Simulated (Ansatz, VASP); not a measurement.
## One calculation of Si, two programs

```xyz
2
Lattice="0.0000 2.6454 2.7783 2.6454 0.0000 2.7783 2.6454 2.6454 0.0000" Properties=species:S:1:pos:R:3 pbc="T T T"
Si    0.0000    0.0000    0.0000
Si    1.3227    1.3227    1.3892
```

Change from the starting cell: epitaxial_xy strain -2.8%.

Alike in both runs: task single point; functional HSE06; k mesh 6 × 6 × 6; no spin polarisation.

```csv
,VASP,Ansatz
version,VASP 6.6.1,Ansatz 0.2.0
potentials or method,"VASP PAW PBE potentials, release 64 (Si)","plane waves, PAW"
plane-wave cutoff (eV),520,420
occupations,"gaussian, width 0.01 eV",fixed
valence electrons in the cell,8,8
```

```csv
,VASP,Ansatz,Ansatz less VASP
gap on the k mesh at the Fermi level (eV),0.97,0.95,-0.012
pressure (GPa),3.2,3.6,+0.37
largest component of the traceless stress (GPa),3.79,3.76,-0.032
```

Ansatz warned: «stress_exchange_threshold_loose».

Caveats: the PAW data sets were made with another functional, which shifts forces and pressure a little (VASP). A k mesh can miss the band edges.
